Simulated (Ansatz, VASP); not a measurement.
# One calculation of Pb, two programs

```
Pb
1.0
     3.48725    0.00000    0.00000
    -1.74362    3.02004    0.00000
     0.00000    0.00000    5.76663
Pb
2
Direct
  0.33333 0.66667 0.25000
  0.66667 0.33333 0.75000
```

Alike in both runs: functional PBE; dispersion D3(BJ); k mesh 15 × 15 × 8; occupations fermi-dirac, width 0.15 eV; no spin polarisation.

Ansatz relaxed the structure, and its values are those at the end. VASP's run is a single point on that final structure, the one shown.

|  | VASP | Ansatz |
| --- | --- | --- |
| version | VASP 6.6.1 | Ansatz 0.2.0 |
| potentials or method | VASP PAW PBE potentials, release 64 (Pb_d) | scalar-relativistic, plane waves, PAW |
| plane-wave cutoff (eV) | 520 | 420 |
| valence electrons in the cell | 28 | 28 |

```tsv
	VASP	Ansatz	Ansatz less VASP
gap on the k mesh at the Fermi level (eV)	none	none	-
pressure (GPa)	0.0	0.0	+0.04
```

A gap of «none» marks a metal or a gap that the smearing closes. Ansatz warned: «relaxed_geometry_near_dispersion_switch».

Caveats: pairwise dispersion overbinds metals, which lowers pressure and volume. The runs have no spin-orbit coupling, so splittings on Pb are missing.
